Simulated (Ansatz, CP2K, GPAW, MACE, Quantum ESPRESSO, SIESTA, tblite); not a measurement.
**Other levels on CsCl-type VRu, displaced supercell (54 atoms)**

The cell holds 54 atoms: 27 V and 27 Ru. Cell: a = 8.970 Å, b = 8.970 Å, c = 8.970 Å, α = 90.0°, β = 90.0°, γ = 90.0°. It derives from VRu (CsCl-type), repeated 3×3×3. CsCl-type VRu (a = 2.99 Å), 3 x 3 x 3 conventional cells; every coordinate displaced by a Gaussian of 0.02 Å. Then every atom was moved at random, 0.05 Å r.m.s. a Cartesian component.

Geometry: as built.

The reference, a calculation:

```
method                 : Kohn-Sham DFT, PBE, PAW, plane waves (Ansatz 0.2.0); cutoff 420 eV, Γ point, fermi-dirac smearing of 0.05 eV; PAW set soft_2
r.m.s. force component : 0.5512 eV/Å
longest force          : 2.042 eV/Å
pressure               : 5.355 GPa
SCF cycles             : 9
time                   : 11 s on 4 threads of Arm Neoverse V2, shared host
CPU time               : 43 s
```

Runs, in no order:
A. CP2K PBE, DZVP-MOLOPT-SR, 400/50 Ry, diagonalisation: Kohn-Sham DFT, PBE, GTH-PBE pseudopotentials, Gaussian and plane waves, DZVP-MOLOPT-SR-GTH, diagonalisation
B. CP2K PBE, DZVP-MOLOPT-SR, 800/50 Ry, diagonalisation: Kohn-Sham DFT, PBE, GTH-PBE pseudopotentials, Gaussian and plane waves, DZVP-MOLOPT-SR-GTH, diagonalisation
C. CP2K TPSS, PBE potentials, DZVP-MOLOPT-SR, 800/50 Ry, diagonalisation: Kohn-Sham DFT, TPSS, GTH-PBE pseudopotentials, Gaussian and plane waves, DZVP-MOLOPT-SR-GTH, diagonalisation
D. CP2K PBE, SZV-MOLOPT-SR, 800/50 Ry, diagonalisation: Kohn-Sham DFT, PBE, GTH-PBE pseudopotentials, Gaussian and plane waves, SZV-MOLOPT-SR-GTH, diagonalisation
E. SIESTA PBE, DZP, shift 0.01 Ry, mesh 500 Ry: Kohn-Sham DFT, PBE, PseudoDojo 0.4.1 norm-conserving pseudopotentials (converted to PSML), numerical atomic orbitals (DZP), diagonalisation

**Question.** Rank the runs by how far their forces lie from the reference's, least first.

B, A, C, E, D.

| run | Δ force, r.m.s. (meV/Å) | share of r.m.s. force (%) | CPU time |
| --- | --- | --- | --- |
| B. CP2K PBE, DZVP-MOLOPT-SR, 800/50 Ry, diagonalisation | 9.88 | 1.79 | 22 min |
| A. CP2K PBE, DZVP-MOLOPT-SR, 400/50 Ry, diagonalisation | 17.1 | 3.11 | 23 min |
| C. CP2K TPSS, PBE potentials, DZVP-MOLOPT-SR, 800/50 Ry, diagonalisation | 24.3 | 4.41 | 80 min |
| E. SIESTA PBE, DZP, shift 0.01 Ry, mesh 500 Ry | 49.7 | 9.01 | 12 min |
| D. CP2K PBE, SZV-MOLOPT-SR, 800/50 Ry, diagonalisation | 140 | 25.5 | 6.8 min |

The electron count is odd in these runs, and they have no spin polarisation, so the unpaired electron is spread evenly over both spins. The electron count is odd and the run has no spin polarisation, so levels at the top are partly filled by construction. The electronic-structure runs sample only Γ, in a cell whose shortest periodic width is 9 Å, which is coarse for a cell with partly filled levels.

[Logs are printed without paths, hosts, clocks, repeated set-up lines and the standing remarks that a program may print on its own settings, such as how far it seeks lower states.]

[Hosts, paths, dates, database ids (printed as entryN), source tags and the programs' standing remarks are cut or masked in the printed files.]
